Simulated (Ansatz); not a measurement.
NaCl (rocksalt) under strain

NaCl in the rocksalt structure, relaxed with r2SCAN in Ansatz 0.2.0. It is cubic, Fm-3m (No. 225); conventional cell a = 5.605 Å, 22.02 Å³ an atom. Na has 6 Cl at 2.80 Å; Cl has 6 Na at 2.80 Å.

The axes x, y and z are those of this cell:
```
CELL_PARAMETERS angstrom
0.00000 2.80270 2.80270
2.80270 0.00000 2.80270
2.80270 2.80270 0.00000
ATOMIC_POSITIONS crystal
Na 0.00000 0.00000 0.00000
Cl 0.50000 0.50000 0.50000
```

Unstrained: The PBE gap is direct at Γ: 5.180 eV. r2SCAN gives a direct gap of 5.975 eV at Γ. With HSE06 the gap is 6.559 eV and direct, at Γ. Meshes: PBE 8×8×8, r2SCAN 8×8×8, HSE06 6×6×6. Strains are changes of length per length, and xy shears are angles. After each strain the atoms were relaxed again with r2SCAN within the symmetry that the strain leaves, so tilts or polar shifts that break it weren't tested; points keep the names that they have in the unstrained zone. No spin polarisation and no zero-point or thermal motion.

Changes of the least gap in eV (an overlap counts as a negative gap):
```json
{"strain": "epitaxial -1.5 % in the xy plane, free normal strain +0.75 %", "volume change (%)": "-2.2", "space group": "I4/mmm", "PBE": "+0.082", "r2SCAN": "+0.090", "HSE06": "+0.087", "G0W0@PBE (mesh)": "+0.08", "energy rise, r2SCAN (meV/atom)": "2.3"}
{"strain": "uniaxial -2.0 % along [111]", "volume change (%)": "-2.0", "space group": "R-3m", "PBE": "+0.027", "r2SCAN": "+0.032", "HSE06": "+0.032", "G0W0@PBE (mesh)": "+0.02", "energy rise, r2SCAN (meV/atom)": "1.4"}
{"strain": "epitaxial +0.5 % in the xy plane, free normal strain -0.21 %", "volume change (%)": "+0.8", "space group": "I4/mmm", "PBE": "-0.033", "r2SCAN": "-0.034", "HSE06": "-0.035", "G0W0@PBE (mesh)": "-0.03", "energy rise, r2SCAN (meV/atom)": "0.2"}
{"strain": "xy shear, engineering strain (angle) -2.5 %", "volume change (%)": "0.0", "space group": "Immm", "PBE": "-0.051", "r2SCAN": "-0.052", "HSE06": "-0.052", "G0W0@PBE (mesh)": "-0.06", "energy rise, r2SCAN (meV/atom)": "0.6"}
{"strain": "epitaxial +4.0 % in the plane normal to [111], free normal strain -3.19 %", "volume change (%)": "+4.7", "space group": "R-3m", "PBE": "-0.363", "r2SCAN": "-0.382", "HSE06": "-0.382", "G0W0@PBE (mesh)": "-0.38", "energy rise, r2SCAN (meV/atom)": "9.7"}
```
Unstrained, G0W0@PBE with 183 empty bands, a screening cutoff of 150 eV and a 4×4×4 mesh gives 7.96 eV on its mesh; the band count follows the volume. No extrapolation in bands, cutoff or mesh was made for G0W0.

Epitaxial -1.5 % in the xy plane, free normal strain +0.75 %. HSE06: the gap goes from 6.559 to 6.646 eV (+0.087 eV); with r2SCAN the top three valence levels at Γ, degenerate before, become 1+2 from the top over 14 meV. Stress change with r2SCAN, compression positive: xx +1.10, yy +1.10, zz -0.08 GPa.

Uniaxial -2.0 % along [111], other directions held. HSE06: the gap goes from 6.559 to 6.591 eV (+0.032 eV); with r2SCAN the top three valence levels at Γ, degenerate before, become 1+2 from the top over 79 meV. Stress change with r2SCAN, compression positive: xx +0.58, yy +0.58, zz +0.58, xy +0.18, xz +0.18, yz +0.18 GPa.

Epitaxial +0.5 % in the xy plane, free normal strain -0.21 %. HSE06: the gap goes from 6.559 to 6.524 eV (-0.035 eV). Stress change with r2SCAN, compression positive: xx -0.32, yy -0.32, zz +0.01 GPa.

Xy shear, engineering strain (angle) -2.5 %. HSE06: the gap goes from 6.559 to 6.507 eV (-0.052 eV); with r2SCAN the top three valence levels at Γ, degenerate before, become 1+1+1 from the top over 98 meV. Stress change with r2SCAN, compression positive: xx +0.01, yy +0.01, zz -0.01, xy +0.34 GPa.

Epitaxial +4.0 % in the plane normal to [111], free normal strain -3.19 %. HSE06: the gap goes from 6.559 to 6.177 eV (-0.382 eV); with r2SCAN the top three valence levels at Γ, degenerate before, become 1+2 from the top over 239 meV. Stress change with r2SCAN, compression positive: xx -1.16, yy -1.16, zz -1.16, xy +0.56, xz +0.56, yz +0.56 GPa.

The meshes of the hybrids are coarse, so their gaps aren't converged to the digits shown.

The splittings at Γ are without spin-orbit coupling, which regroups them where it is of like size or larger.
